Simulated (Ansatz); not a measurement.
# KTaO3 (Pm-3m) in Ansatz: a series of runs

Aim: see how the results for KTaO3 move with the level of theory and the settings. Levels: PBEsol+D4, PBE. Tasks: single point, equation of state, band structure.

All numbers are computed with Ansatz 0.2.0; they aren't measurements. Logs are shortened: lines on timing, memory, paths and dates and some standing lists are left out, and cuts for length are marked.

### 1 The structure

Symmetry: Pm-3m, No. 221, cubic system. The conventional cell has a = 3.988 Å, b = 3.988 Å, c = 3.988 Å, α = 90.00°, β = 90.00°, γ = 90.00°. Ta (site symmetry m-3m) is surrounded by 6 O at 1.99 Å. K (site symmetry m-3m) is surrounded by 12 O at 2.82 Å. O (site symmetry 4/mmm) is surrounded by 2 Ta at 1.99 Å.

### 2 Single point, PBEsol+D4, 11.93 Å³/atom (volume scaled by 0.94)

File input.yaml:

```yaml
crystal:
  lattice:
    - [3.9068832774, 0.0, 0.0]
    - [0.0, 3.9068832774, 0.0]
    - [0.0, 0.0, 3.9068832774]
  atoms:
    - { symbol: Ta, position: [0.0, 0.0, 0.0] }
    - { symbol: K, position: [0.5, 0.5, 0.5] }
    - { symbol: O, position: [0.0, 0.0, 0.5] }
    - { symbol: O, position: [0.0, 0.5, 0.0] }
    - { symbol: O, position: [0.5, 0.0, 0.0] }
hamiltonian:
  xc: pbesol
  pseudopotentials: { kind: paw }
  dispersion: d4
kpoints:
  mp_grid: { grid: [7, 7, 7] }
scf:
  occupations: { method: fermi_dirac, width: 0.05 }
output:
  forces: true
  stress: true
  eigenvalues: true
```

Potentials or basis: Ansatz PAW.

The run is started by

```sh
ansatz run input.yaml --threads 2 --pin off --max-ram 5120MiB --backend cpu --events-out ev --progress --plain --runs-dir out
```

Standard output:

```text
Warning: RAYON_NUM_THREADS=2 ignored (pool sized by the plan → 2); use --threads N
Engine: ansatz 0.2.0, aarch64-unknown-linux-gnu
Pseudopotentials: kind: paw
Pseudopotential: Ta, paw, valence charge 13, recommended cutoff 420 eV (normal), Ta.paw.azcp
Pseudopotential: K, paw, valence charge 9, recommended cutoff 420 eV (normal), K.paw.azcp
Pseudopotential: O, paw, valence charge 6, recommended cutoff 420 eV (normal), O.paw.azcp
Functional definition: PBEsol
  exchange = pbesol_x
  correlation = pbesol_c
Crystal: 5 atoms, lattice volume = 59.634 Å³
Basis set: ecut = 420 eV, 1189 PW (Γ), exchange–correlation on 54×54×54 points (8 copies of the dense FFT grid, shifted against one another)
Bands: 25, of which v1, the nominal top of the filled ones, is band 20 counted from 1 (19 counted from 0)
Symmetry: 48 space group operations
Space group: Pm-3m (ITA 221), of the structure as read, at distance tolerance 3.9e-5 Å
k-points: 20 of 343
Non-local potential: Ta, projectors of the file, l = 0: 3, l = 1: 2, l = 2: 2, l = 3: 1
Non-local potential: K, projectors of the file, l = 0: 3, l = 1: 2, l = 2: 2
Non-local potential: O, projectors of the file, l = 0: 2, l = 1: 2, l = 2: 1
PAW form: soft (Blöchl's): semilocal exchange-correlation on the pseudo side does not see the compensation charge
PAW frozen core: Ta, regenerated for the run's functional, and the local potential with it (the file was generated under x = pbe(κ = 0.804, μ = 0.2195149727645171), c = pbe(β = 0.06672455060314922))
PAW frozen core: K, regenerated for the run's functional, and the local potential with it (the file was generated under x = pbe(κ = 0.804, μ = 0.2195149727645171), c = pbe(β = 0.06672455060314922))
PAW frozen core: O, regenerated for the run's functional, and the local potential with it (the file was generated under x = pbe(κ = 0.804, μ = 0.2195149727645171), c = pbe(β = 0.06672455060314922))
PAW one-centre angular grid: Ta, 590 points (default); XC on 64 Gauss nodes
PAW one-centre angular grid: K, 110 points (default); XC on 64 Gauss nodes
PAW one-centre angular grid: O, 110 points (default); XC on 64 Gauss nodes
Initial density: superposition of atomic densities (neutral atoms: chi_scale 0, normalization atom), corrected by the library's trained network
Initial wavefunctions: pseudopotential atomic-orbital guess
Functional: x = pbesol(κ = 0.804, μ = 0.12345679012345678), c = pbesol(β = 0.046)
SCF iter   1: F=—  HF=-13011.445155 eV  |F-HF|=—  |Δ(HF+E_count)|=         —  Δρ=1.73e-2  dr2=1.51e-1  ethr=1.77e-3  ⟨swp⟩=6.2  Hψ=2470  notcnv=0
preconditioner: auto → Resta (q_TF=auto, 2.553 Å⁻¹)  ε∞=4.4  [insulator: Δε(μ)=2.052 eV  Ē_g=14.814 eV  σ=0.050 eV  W_gap=1.00  n_scr=18 (ndim 8)  ℏωp=27.2 eV  f_vac=0.011  D(μ)=0.00/eV (n_scr^D=0)  ε∞_Penn≈4.4]
SCF iter   2: F=—  HF=-13011.409986 eV  |F-HF|=—  |Δ(HF+E_count)|=   3.52e-2  Δρ=4.26e-3  dr2=6.99e-3  ethr=3.77e-4  ⟨swp⟩=2.0  Hψ=956  notcnv=0  defer=16
SCF iter   3: F=—  HF=-13011.408382 eV  |F-HF|=—  |Δ(HF+E_count)|=   1.60e-3  Δρ=1.31e-3  dr2=6.82e-4  ethr=1.75e-5  ⟨swp⟩=2.0  Hψ=782  notcnv=0  defer=16
SCF iter   4: F=—  HF=-13011.408401 eV  |F-HF|=—  |Δ(HF+E_count)|=   1.91e-5  Δρ=1.99e-4  dr2=1.65e-5  ethr=1.70e-6  ⟨swp⟩=3.0  Hψ=1024  notcnv=0  defer=16
SCF iter   5: F=—  HF=-13011.407838 eV  |F-HF|=—  |Δ(HF+E_count)|=   5.63e-4  Δρ=3.15e-5  dr2=8.56e-7  ethr=4.12e-8  ⟨swp⟩=3.0  Hψ=1030  notcnv=0  defer=16
SCF iter   6: F=—  HF=-13011.407838 eV  |F-HF|=—  |Δ(HF+E_count)|=   3.28e-7  Δρ=1.17e-5  dr2=1.09e-7  ethr=2.50e-10  ⟨swp⟩=8.9  Hψ=2334  notcnv=0
SCF iter   7: F=-13011.407838 eV  HF=-13011.407838 eV  |F-HF|=4.27e-10  |Δ(HF+E_count)|=   7.27e-8  Δρ=2.11e-6  dr2=2.00e-9  ethr=2.50e-10  ⟨swp⟩=4.9  Hψ=1828  notcnv=0
SCF 1 converged in 7 iterations: F = -13011.407838 eV  dr2 = 2.00e-9
SCF converged after 7 iterations
Free energy (F): -13011.407838 eV
Harris-Foulkes:  -13011.407838 eV  (|F-HF|=4.27e-10)
Internal energy: -13011.407838 eV  (E = F + TS)
E sigma→0 (E₀):  -13011.407838 eV
Fermi energy:    10.661124 eV
--- Per-component energies (eV) ---
  E_band       = -220.997314
  E_kinetic    = 1150.868700
  E_local      = -2144.628247  (includes V_loc(G=0)·N_el)
  E_nonlocal   = 176.459193
  E_hartree    = 750.455541
  E_xc         = -571.426888
  E_vxc        = -651.171424  (∫ρ·V_xc dr)
  E_paw        = -9492.953367  (= ΣΔE_a)
  E_vpaw       = -253.442838  (= ΣTr[D̂ρ^β])
  E_aug_tail   = 0.007337  (compensation charges beyond the density's cutoff)
  E_ewald      = -2880.132085
  E_disp       = -0.485417  (pairwise vdW)
  E_core_change = 0.427395  (= ΣΔE_core)
  E_smearing   = -0.000000  (= −TS)
  E_closure    = 0.000000  (closes the sum)
  Σ components = -13011.407838   (vs F -13011.407838, Δ=0.00e0)
--- Forces (eV/Å), atoms counted from 1 ---
  atom   1  Ta    -0.00000000     0.00000000     0.00000000
  atom   2  K      0.00000000    -0.00000000     0.00000000
  atom   3  O      0.00000000     0.00000000    -0.00000000
  atom   4  O      0.00000000    -0.00000000     0.00000000
  atom   5  O     -0.00000000    -0.00000000     0.00000000
  max |Σ_I F_I| component: 1.79e-29 eV/Å
--- Stress (GPa, compression-positive) ---
       12.446641       0.000000       0.000000
       -0.000000      12.446641       0.000000
        0.000000       0.000000      12.446641
  P = ⅓ Tr σ = 12.4466 GPa (124.466 kbar)
--- Band table (eV; the first three rows and the last of 20) ---
  k-point 0: bands = ["-57.5240", "-24.1699", "-24.1699", "-24.1699", "-17.5415", "-8.1587", "-7.4399", "-7.4399", "-1.1881", "-1.1881", "-1.1881", "7.1372", "7.1372", "7.1372", "8.3575", "8.3575", "8.3575", "8.9537", "8.9537", "8.9537", "11.7795", "11.7795", "11.7795", "16.4723", "17.0581"]
  k-point 1: bands = ["-57.5239", "-24.1933", "-24.1688", "-24.1688", "-17.5335", "-8.1022", "-7.4345", "-7.3006", "-1.1791", "-1.1791", "-1.1510", "6.6363", "7.0923", "7.0923", "8.0354", "8.0354", "8.2494", "8.3292", "8.8498", "8.8498", "11.8144", "12.4569", "12.4569", "16.8464", "17.0834"]
  k-point 2: bands = ["-57.5237", "-24.2453", "-24.1666", "-24.1666", "-17.5156", "-8.0705", "-7.4221", "-6.8406", "-1.1588", "-1.1588", "-1.0667", "5.2218", "6.9658", "6.9658", "7.4837", "7.4837", "7.6143", "8.0189", "8.7599", "8.7599", "11.8956", "13.7684", "13.7684", "17.1066", "17.6771"]
  k-point 19: bands = ["-57.5225", "-24.2739", "-24.2737", "-24.2737", "-17.4619", "-6.3964", "-6.3285", "-6.3285", "-1.5063", "-1.5063", "-1.4478", "4.0338", "4.0338", "4.0641", "5.3639", "5.4671", "5.4671", "9.3991", "9.3991", "9.4574", "16.2581", "16.3392", "16.3392", "18.7556", "18.7556"]
```

Run time: 1.5 s. Hardware: 2 threads of Arm Neoverse V1, shared host; peak memory 0.33 GiB.

Results:

```yaml
Free_energy: -13011.4078 eV
Pressure: 12.4 GPa
Band_gap_on_the_k_mesh: 2.32 eV, indirect (least direct gap 2.83 eV)
```

Caveat: odd divisions of the mesh miss points on the zone boundary, where band edges often lie, so the gap on the mesh can be too wide; the pressure holds a Pulay correction of +0.6 GPa for the finite cutoff; spin-orbit coupling is left out, which moves the levels of the heavy elements; the PAW data sets come from PBE, with cores solved anew for the run's functional, which leaves a small shift of forces and pressure.

### 3 Single point, PBEsol+D4, 12.18 Å³/atom (volume scaled by 0.96)

input.yaml, as its differences from that of step 2:

```diff
@@ -2,5 +2,5 @@
   lattice:
-    - [3.9068832774, 0.0, 0.0]
-    - [0.0, 3.9068832774, 0.0]
-    - [0.0, 0.0, 3.9068832774]
+    - [3.9343974464, 0.0, 0.0]
+    - [0.0, 3.9343974464, 0.0]
+    - [0.0, 0.0, 3.9343974464]
   atoms:
```

Potentials or basis: Ansatz PAW.

The run is started by

```sh
ansatz run input.yaml --threads 2 --pin off --max-ram 5120MiB --backend cpu --events-out ev --progress --plain --runs-dir out
```

Wall time 1.5 s (2 threads of Arm Neoverse V1, shared host); peak memory 0.33 GiB.

The run converged. Its results:

| Quantity | Value |
| --- | --- |
| Free energy | -13011.4855 eV |
| Pressure | 7.2 GPa |
| Band gap on the k mesh | 2.28 eV, indirect (least direct gap 2.80 eV) |

Caveat: odd divisions of the mesh miss points on the zone boundary, where band edges often lie, so the gap on the mesh can be too wide; the pressure holds a Pulay correction of +0.6 GPa for the finite cutoff; spin-orbit coupling is left out, which moves the levels of the heavy elements; the PAW data sets come from PBE, with cores solved anew for the run's functional, which leaves a small shift of forces and pressure.

### 4 Single point, PBEsol+D4, 12.43 Å³/atom (volume scaled by 0.98)

input.yaml, as its differences from that of step 3:

```diff
@@ -2,5 +2,5 @@
   lattice:
-    - [3.9343974464, 0.0, 0.0]
-    - [0.0, 3.9343974464, 0.0]
-    - [0.0, 0.0, 3.9343974464]
+    - [3.9615320794, 0.0, 0.0]
+    - [0.0, 3.9615320794, 0.0]
+    - [0.0, 0.0, 3.9615320794]
   atoms:
```

The run is started by

```sh
ansatz run input.yaml --threads 2 --pin off --max-ram 5120MiB --backend cpu --events-out ev --progress --plain --runs-dir out
```

Run time: 1.5 s. Hardware: 2 threads of Arm Neoverse V1, shared host; peak memory 0.33 GiB.

It converged, with:

```
Free energy            : -13011.5241 eV
Pressure               : 2.5 GPa
Band gap on the k mesh : 2.23 eV, indirect (least direct gap 2.77 eV)
```

Caveat: odd divisions of the mesh miss points on the zone boundary, where band edges often lie, so the gap on the mesh can be too wide; the pressure holds a Pulay correction of +0.6 GPa for the finite cutoff; spin-orbit coupling is left out, which moves the levels of the heavy elements; the PAW data sets come from PBE, with cores solved anew for the run's functional, which leaves a small shift of forces and pressure.

### 5 Single point, PBEsol+D4, 12.69 Å³/atom

input.yaml, as its differences from that of step 4:

```diff
@@ -2,5 +2,5 @@
   lattice:
-    - [3.9615320794, 0.0, 0.0]
-    - [0.0, 3.9615320794, 0.0]
-    - [0.0, 0.0, 3.9615320794]
+    - [3.9883, 0.0, 0.0]
+    - [0.0, 3.9883, 0.0]
+    - [0.0, 0.0, 3.9883]
   atoms:
@@ -23 +23,5 @@
   eigenvalues: true
+  write_density: true
+  write_potential: true
+  elf: true
+  volumetric_format: npy
```

The run is started by

```sh
ansatz run input.yaml --threads 2 --pin off --max-ram 5120MiB --backend cpu --events-out ev --progress --plain --runs-dir out
```

Run time: 1.8 s. Hardware: 2 threads of Arm Neoverse V1, shared host; peak memory 0.34 GiB.

Results (log left out):

```yaml
Free_energy: -13011.5271 eV
Pressure: -1.6 GPa
Band_gap_on_the_k_mesh: 2.19 eV, indirect (least direct gap 2.74 eV)
```

Caveat: odd divisions of the mesh miss points on the zone boundary, where band edges often lie, so the gap on the mesh can be too wide; the pressure holds a Pulay correction of +0.6 GPa for the finite cutoff; spin-orbit coupling is left out, which moves the levels of the heavy elements; the PAW data sets come from PBE, with cores solved anew for the run's functional, which leaves a small shift of forces and pressure.

### 6 Single point, PBEsol+D4, 12.94 Å³/atom (volume scaled by 1.02)

input.yaml, as its differences from that of step 5:

```diff
@@ -2,5 +2,5 @@
   lattice:
-    - [3.9883, 0.0, 0.0]
-    - [0.0, 3.9883, 0.0]
-    - [0.0, 0.0, 3.9883]
+    - [4.0147133525, 0.0, 0.0]
+    - [0.0, 4.0147133525, 0.0]
+    - [0.0, 0.0, 4.0147133525]
   atoms:
@@ -23,5 +23 @@
   eigenvalues: true
-  write_density: true
-  write_potential: true
-  elf: true
-  volumetric_format: npy
```

Potentials or basis: Ansatz PAW.

The run is started by

```sh
ansatz run input.yaml --threads 2 --pin off --max-ram 5120MiB --backend cpu --events-out ev --progress --plain --runs-dir out
```

Wall time 1.5 s (2 threads of Arm Neoverse V1, shared host); peak memory 0.33 GiB.

The run converged. Its results:

- Free energy: -13011.4990 eV
- Pressure: -5.4 GPa
- Band gap on the k mesh: 2.15 eV, indirect (least direct gap 2.71 eV)

Caveat: odd divisions of the mesh miss points on the zone boundary, where band edges often lie, so the gap on the mesh can be too wide; the pressure holds a Pulay correction of +0.6 GPa for the finite cutoff; spin-orbit coupling is left out, which moves the levels of the heavy elements; the PAW data sets come from PBE, with cores solved anew for the run's functional, which leaves a small shift of forces and pressure.

### 7 Single point, PBEsol+D4, 13.20 Å³/atom (volume scaled by 1.04)

input.yaml, as its differences from that of step 6:

```diff
@@ -2,5 +2,5 @@
   lattice:
-    - [4.0147133525, 0.0, 0.0]
-    - [0.0, 4.0147133525, 0.0]
-    - [0.0, 0.0, 4.0147133525]
+    - [4.0407836503, 0.0, 0.0]
+    - [0.0, 4.0407836503, 0.0]
+    - [0.0, 0.0, 4.0407836503]
   atoms:
```

The run is started by

```sh
ansatz run input.yaml --threads 2 --pin off --max-ram 5120MiB --backend cpu --events-out ev --progress --plain --runs-dir out
```

It took 1.5 s on 2 threads of Arm Neoverse V1, shared host; peak memory 0.34 GiB.

Results (log left out):

```
Free energy            : -13011.4428 eV
Pressure               : -8.8 GPa
Band gap on the k mesh : 2.10 eV, indirect (least direct gap 2.68 eV)
```

Caveat: odd divisions of the mesh miss points on the zone boundary, where band edges often lie, so the gap on the mesh can be too wide; the pressure holds a Pulay correction of +0.6 GPa for the finite cutoff; spin-orbit coupling is left out, which moves the levels of the heavy elements; the PAW data sets come from PBE, with cores solved anew for the run's functional, which leaves a small shift of forces and pressure.

### 8 Single point, PBEsol+D4, 13.45 Å³/atom (volume scaled by 1.06)

input.yaml, as its differences from that of step 7:

```diff
@@ -2,5 +2,5 @@
   lattice:
-    - [4.0407836503, 0.0, 0.0]
-    - [0.0, 4.0407836503, 0.0]
-    - [0.0, 0.0, 4.0407836503]
+    - [4.0665218197, 0.0, 0.0]
+    - [0.0, 4.0665218197, 0.0]
+    - [0.0, 0.0, 4.0665218197]
   atoms:
```

The run is started by

```sh
ansatz run input.yaml --threads 2 --pin off --max-ram 5120MiB --backend cpu --events-out ev --progress --plain --runs-dir out
```

It took 1.5 s on 2 threads of Arm Neoverse V1, shared host; peak memory 0.34 GiB.

The run converged. Its results:

```yaml
Free_energy: -13011.3614 eV
Pressure: -11.8 GPa
Band_gap_on_the_k_mesh: 2.06 eV, indirect (least direct gap 2.64 eV)
```

Caveat: odd divisions of the mesh miss points on the zone boundary, where band edges often lie, so the gap on the mesh can be too wide; the pressure holds a Pulay correction of +0.6 GPa for the finite cutoff; spin-orbit coupling is left out, which moves the levels of the heavy elements; the PAW data sets come from PBE, with cores solved anew for the run's functional, which leaves a small shift of forces and pressure.

### 9 Equation of state, PBEsol+D4

Potentials or basis: Ansatz PAW.

This step only gathers the single runs of the series.

Results:

```yaml
Equilibrium_volume: 12.58 Å³/atom
Bulk_modulus: 206 GPa
Pressure_derivative_of_the_bulk_modulus: 4.6
```

Energy against volume, from the lowest point:
```csv
volume (Å³/atom),energy (meV/atom)
11.927,23.85
12.180,8.33
12.434,0.60
12.688,0.00
12.942,5.61
13.196,16.86
13.449,33.15
```

Spin-orbit coupling is left out, which matters for the levels of Ta.

### 10 Band structure, PBE

File input.yaml:

```yaml
crystal:
  lattice:
    - [3.9883, 0.0, 0.0]
    - [0.0, 3.9883, 0.0]
    - [0.0, 0.0, 3.9883]
  atoms:
    - { symbol: Ta, position: [0.0, 0.0, 0.0] }
    - { symbol: K, position: [0.5, 0.5, 0.5] }
    - { symbol: O, position: [0.0, 0.0, 0.5] }
    - { symbol: O, position: [0.0, 0.5, 0.0] }
    - { symbol: O, position: [0.5, 0.0, 0.0] }
hamiltonian:
  xc: pbe
  pseudopotentials: { kind: nc, accuracy: stringent }
kpoints:
  mp_grid: { grid: [7, 7, 7] }
  band_path:
    path:
      - [[0.0, 0.0, 0.0], [0.0, 0.5, 0.0], [0.5, 0.5, 0.0], [0.0, 0.0, 0.0], [0.5, 0.5, 0.5], [0.0, 0.5, 0.0]]
      - [[0.5, 0.5, 0.0], [0.5, 0.5, 0.5]]
    npoints: 14
scf:
  occupations: { method: fermi_dirac, width: 0.05 }
  n_extra_bands: 12
output:
  forces: true
  stress: true
  eigenvalues: true
  fatbands: true
```

Potentials or basis: PseudoDojo stringent (PBE files).

The run is started by

```sh
ansatz run input.yaml --threads 2 --pin off --max-ram 5120MiB --backend cpu --events-out ev --progress --plain --runs-dir out
```

Run time: 44 s. Hardware: 2 threads of Arm Neoverse V1, shared host; peak memory 1.1 GiB.

Results (log left out):

```
Free energy             : -11002.0006 eV
Pressure                : 4.9 GPa
Band gap on the k mesh  : 2.30 eV, indirect (least direct gap 2.85 eV)
Band gap along the path : 2.24 eV, indirect (least direct gap 2.85 eV)
```

Levels at the corners of the path, in eV from the valence-band top:
```csv
point,band 25,band 26,band 27,band 28,band 29,band 30
Γ,-0.61,-0.61,-0.61,2.24,2.24,2.24
X,-1.50,-0.83,-0.83,2.40,5.06,5.06
M,-1.41,-1.41,-0.04,5.10,5.10,6.39
Γ,-0.61,-0.61,-0.61,2.24,2.24,2.24
R,0.00,0.00,0.00,6.53,6.53,6.53
X,-1.50,-0.83,-0.83,2.40,5.06,5.06
M,-1.41,-1.41,-0.04,5.10,5.10,6.39
R,0.00,0.00,0.00,6.53,6.53,6.53
```

Caveat: the k mesh misses the band edges, so the gap on the mesh is wider than the one along the path; spin-orbit coupling is left out, which moves the levels of the heavy elements.
